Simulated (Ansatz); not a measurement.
## PbS (Galena) in Ansatz: the effect of functional

Crystal: PbS (Galena).

```
Pb S
1.0
     0.00000    2.96575    2.96575
     2.96575    0.00000    2.96575
     2.96575    2.96575    0.00000
Pb S
1 1
Direct
  0.00000 0.00000 0.00000
  0.50000 0.50000 0.50000
```

Alike in all runs:

* Program: Ansatz 0.2.0
* Task: band structure
* Potentials or basis: Ansatz PAW
* k mesh: 5 × 5 × 5
* Occupations: fermi-dirac, width 0.05 eV
* Spin: no spin polarisation

One run gave: pressure -1.1 GPa. Which functional did it use?
A. PBE
B. r2SCAN
C. RPBE
D. LDA
E. PBEsol

E.

```csv
functional,cutoff,pressure (GPa)
LDA,420 eV,-2.8
PBE,420 eV,2.0
PBEsol,420 eV,-1.1
RPBE,420 eV,4.0
revPBE,420 eV,3.5
BLYP,420 eV,5.7
r2SCAN,500 eV,1.2
```

Caveats: the PAW data sets come from PBE, with cores solved anew for the run's functional, which leaves a small shift of forces and pressure (some runs); the potentials were made for another functional, which shifts forces and pressure (some runs).

Not every run made on this cell is shown here.
